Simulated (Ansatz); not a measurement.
**Iron, fcc under PBEsol: from relaxation to bulk modulus**

What does PBEsol give for iron in the fcc structure? We relax it, solve it on a dense k-mesh, then scale the cell to 7 volumes from 88 to 112 % of the relaxed one and try a fit of the equation of state. The start is ferromagnetic. The k-meshes are 15×15×15 for the relaxation; 26×26×26 for the dense run; 18×18×18 for the volumes.

This is Fe in the fcc structure; at room conditions it is bcc.

Computed with Ansatz 0.2.0 (DFT PBEsol, plane waves (420 eV) with PAW, scalar-relativistic; PAW files made under PBE, frozen cores solved again for the functional, unless a step says otherwise).

## 1. The system as given

Symmetry: Fm-3m, No. 225, cubic system. The conventional cell has a = 3.612 Å, b = 3.612 Å, c = 3.612 Å, α = 90.00°, β = 90.00°, γ = 90.00°. Around Fe (site symmetry m-3m) lie 12 Fe at 2.55 Å.

Structure file:

```xyz
1
Lattice="0.0000 1.8058 1.8058 1.8058 0.0000 1.8058 1.8058 1.8058 0.0000" Properties=species:S:1:pos:R:3 pbc="T T T"
Fe    0.0000    0.0000    0.0000
```

The atoms start with moments of +2.5 μB.

## 2. Relaxation of the cell

File input.yaml:

```yaml
crystal:
  lattice:
    - [0.0, 1.8057818448, 1.8057818448]
    - [1.8057818448, 0.0, 1.8057818448]
    - [1.8057818448, 1.8057818448, 0.0]
  atoms:
    - { symbol: Fe, position: [0.0, 0.0, 0.0], spin: 2.5 }
hamiltonian:
  xc: pbesol
  pseudopotentials:
    kind: paw
    azcp:
      Fe: "pseudopotentials/Fe.paw.azcp"
basis:
  ecutwfc: 420
  fft_grid_basis: typed
kpoints:
  mp_grid: { grid: [15, 15, 15], shift: [0, 0, 0] }
magnetization:
  spin_polarized: true
scf:
  occupations: { method: fermi_dirac, width: 0.05 }
relax:
  max_steps: 60
  f_tol: 0.01
  cell: {}
```

After this run come: Single point on a dense mesh; Equation of state: 88 %; Equation of state: 92 %; Equation of state: 96 %; Equation of state: 100 %; Equation of state: 104 %; Equation of state: 108 %; Equation of state: 112 %.

**Question.** What will these runs give? Wanted: space group; conventional cell; volume; shortest distance; gap on the mesh; magnetic state; relative to bcc, ferromagnetic.

**Answer**, as computed:

```
                      quantity                         value
space group (spins left aside)               Fm-3m (No. 225)
             conventional cell                   a = 3.405 Å
                        volume                 9.869 Å³/atom
             shortest distance                       2.408 Å
               gap on the mesh  none (levels filled in part)
                magnetic state                  non-magnetic
relative to bcc, ferromagnetic                  +56 meV/atom
```

In words: From the guessed start the volume shrank by 16.2 % in 9 steps. Against the reference form of iron (bcc, ferromagnetic, computed apart with the same settings) it stands 56 meV/atom higher; part of this is magnetic energy, as this run has no moments. The starting moments do not survive. Levels at the Fermi energy are filled in part, as in a metal. Relaxation kept the symmetry; phonons were not checked.
